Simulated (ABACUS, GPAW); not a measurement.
Given: the input of a run of ABACUS 3.10.1 on Si2Ni. Atoms were shifted at random by some hundredths of an Å from the given cell, which wasn't relaxed again for these runs. 

INPUT

```
INPUT_PARAMETERS
suffix              Si2Ni
calculation         scf
basis_type          pw
pseudo_dir          ./
symmetry            1
dft_functional      pbesol
ecutwfc             98
pseudo_rcut         7
nspin               2
nbands              18
ks_solver           dav
smearing_method     fd
smearing_sigma      0.00367493
scf_thr             1e-08
scf_nmax            100
mixing_type         broyden
mixing_beta         0.4
cal_force           1
cal_stress          1
kpar                4
```

Contents of STRU:

```
ATOMIC_SPECIES
Ni 58.6934 Ni.upf
Si 28.0850 Si.upf

LATTICE_CONSTANT
1.8897261246

LATTICE_VECTORS
0.0000000000 2.7030000000 2.7030000000
2.7030000000 0.0000000000 2.7030000000
2.7030000000 2.7030000000 0.0000000000

ATOMIC_POSITIONS
Direct

Ni
0.0
1
0.0049260000 0.0098940000 -0.0046020000 1 1 1 mag 1

Si
0.0
2
0.7533160000 0.7508790000 0.7664170000 1 1 1 mag 0
0.2446960000 0.2529610000 0.2551780000 1 1 1 mag 0
```

KPT

```
K_POINTS
0
Gamma
9 9 9 0 0 0
```

Potentials or basis: PseudoDojo NC SR 0.4.1 PBEsol standard, plane waves.

The run is started by

```bash
$ OMP_NUM_THREADS=1 mpirun -np 4 abacus > log
```

Q: Set up the same calculation for GPAW 26.7.0 (ASE script). Potentials or basis there: PAW data sets generated for this functional, cutoff 600 eV.

A: As run (cutoffs and basis follow the program's own potentials, and thresholds, step limits or extra output files can differ):

The input run.py:

```python
from ase import Atoms
from ase.dft.bandgap import bandgap
from ase.io import write
from ase.units import GPa
from ase.parallel import parprint
from gpaw import GPAW, PW, setup_paths

setup_paths.insert(0, '.')

atoms = Atoms(['Ni', 'Si', 'Si'],
              cell=[[0.0, 2.703, 2.703],
                    [2.703, 0.0, 2.703],
                    [2.703, 2.703, 0.0]],
              scaled_positions=[[0.004926, 0.009894, -0.004602],
                                [0.753316, 0.750879, 0.766417],
                                [0.244696, 0.252961, 0.255178]],
              pbc=True)
atoms.set_initial_magnetic_moments([1.0, 0.0, 0.0])

calc = GPAW(mode=PW(600),
            xc='PBEsol',
            kpts={'size': (9, 9, 9), 'gamma': True},
            occupations={'name': 'fermi-dirac', 'width': 0.05},
            nbands=24,
            convergence={'density': 1e-05, 'energy': 1e-05},
            maxiter=150,
            txt='gpaw.txt')
atoms.calc = calc
energy = atoms.get_potential_energy()
forces = atoms.get_forces()
stress = atoms.get_stress()
calc.write('gs.gpw')
write('result.traj', atoms)
parprint(f'Energy: {energy:.6f} eV')
parprint('Forces (eV/A):')
parprint(forces.round(4))
parprint('Stress (GPa):', (stress / GPa).round(3))
parprint('Moments:', calc.get_magnetic_moments().round(3))
parprint('Fermi level:', round(calc.get_fermi_level(), 4), 'eV')
parprint(f'Gap: {bandgap(calc)[0]:.4f} eV, direct: {bandgap(calc, direct=True)[0]:.4f} eV')
```

Potentials or basis: PAW data sets generated in the run's folder for this functional, pw.

The run is started by

```sh
$ gpaw-setup -f PBEsol Ni Si
$ OMP_NUM_THREADS=1 mpirun -n 4 gpaw python run.py
```

Both were run:

|  | ABACUS | GPAW |
| --- | --- | --- |
| Pressure | -0.7 GPa | 0.6 GPa |
| Largest force | 0.457 eV/Å | 0.468 eV/Å |
| Net moment | 0.00 μB per cell | 0.00 μB per cell |

The potentials hold 26 and 24 valence electrons a cell.

The magnetic state is the one that the start led to; the real crystal's order can differ.

Pressure is positive in compression.
